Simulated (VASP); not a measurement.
**BeTe: band structure with TB-mBJ**

The system is BeTe.

```
Te Be
1.0
     0.00000    2.77000    2.77000
     2.77000    0.00000    2.77000
     2.77000    2.77000    0.00000
Te Be
1 1
Cartesian
  4.1550 4.1550 4.1550
  0.0000 0.0000 0.0000
```

```yaml
Program: VASP 6.6.1
Task: band structure
Functional: TB-mBJ
Potentials_or_basis: VASP PAW PBE potentials, release 64 (Te, Be)
Cutoff: 520 eV
k_mesh: 6 × 6 × 6
Occupations: fermi-dirac, width 0.05 eV
Spin: spin-orbit coupling, no magnetisation
Further_INCAR_settings: ALGO = Normal; EDIFF = 1e-06; NBANDS = 20
```

```json
{
  "Valence electrons inside the program's atomic spheres": "Te 3.62; Be 0.85"
}
```

Wall time 7.1 min on 1 thread of Intel(R) Xeon(R) Platinum 8259CL CPU @ 2.50GHz (Skylake/Cascade Lake), on a shared host, peak memory 0.32 GiB.
